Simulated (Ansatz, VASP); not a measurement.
TiSi2 in VASP and in Ansatz

Contents of INCAR:

```
SYSTEM = TiSi2
ALGO = Normal ; EDIFF = 1E-7
ENCUT = 520 ; GGA = PS
ISIF = 2 ; ISMEAR = -1
KPAR = 2 ; LASPH = .TRUE.
LCHARG = .FALSE. ; LREAL = .FALSE.
LWAVE = .FALSE. ; NBANDS = 29
NELM = 100 ; PREC = Accurate
SIGMA = 0.05
```

The input KPOINTS:

```
k-points
0
G
  8 8 8
  0 0 0
```

The input POSCAR:

```
TiSi2
1.0
    1.7997237164     -6.8918501234      0.0000000000
    1.7997237164      6.8918501234      0.0000000000
    0.0000000000      0.0000000000      3.6350970940
Ti Si
2 4
Direct
    0.1031180800      0.8968819200      0.2500000000
    0.8968819200      0.1031180800      0.7500000000
    0.7503148200      0.2496851800      0.2500000000
    0.2496851800      0.7503148200      0.7500000000
    0.4417485500      0.5582514500      0.2500000000
    0.5582514500      0.4417485500      0.7500000000
```

Contents of input.yaml:

```yaml
crystal:
  lattice:
    - [1.7997237164, -6.8918501234, 0.0]
    - [1.7997237164, 6.8918501234, 0.0]
    - [0.0, 0.0, 3.635097094]
  atoms:
    - { symbol: Ti, position: [0.10311808, 0.89688192, 0.25] }
    - { symbol: Ti, position: [0.89688192, 0.10311808, 0.75] }
    - { symbol: Si, position: [0.75031482, 0.24968518, 0.25] }
    - { symbol: Si, position: [0.24968518, 0.75031482, 0.75] }
    - { symbol: Si, position: [0.44174855, 0.55825145, 0.25] }
    - { symbol: Si, position: [0.55825145, 0.44174855, 0.75] }
hamiltonian:
  xc: pbesol
  pseudopotentials: { kind: paw }
kpoints:
  mp_grid: { grid: [8, 8, 8] }
scf:
  occupations: { method: fermi_dirac, width: 0.05 }
output:
  forces: true
  stress: true
  eigenvalues: true
```

Change from the starting cell: volume scaled by 1.06.

Alike in both runs: task single point; functional PBEsol; k mesh 8 × 8 × 8; occupations fermi-dirac, width 0.05 eV; no spin polarisation.

|  | VASP | Ansatz |
| --- | --- | --- |
| version | VASP 6.6.1 | Ansatz 0.2.0 |
| potentials or method | VASP PAW PBE potentials, release 64 (Ti_sv, Si) | Ansatz PAW |
| plane-wave cutoff (eV) | 520 | 420 |
| valence electrons in the cell | 40 | 40 |

|  | VASP | Ansatz | Ansatz less VASP |
| --- | --- | --- | --- |
| gap on the k mesh at the Fermi level (eV) | none | none | - |
| pressure (GPa) | -9.2 | -9.3 | -0.13 |
| largest component of the traceless stress (GPa) | 0.65 | 0.68 | +0.024 |
| rms of the force components (eV/Å) | 0.045 | 0.046 | +0.0005 |

Atom by atom the forces differ by 0.001 eV/Å (rms over components). A gap of «none» marks a metal or a gap that the smearing closes.

Caveats: the PAW data sets were made with another functional, which shifts forces and pressure a little (VASP); the PAW data sets come from PBE, with cores solved anew for the run's functional, which leaves a small shift of forces and pressure (Ansatz).
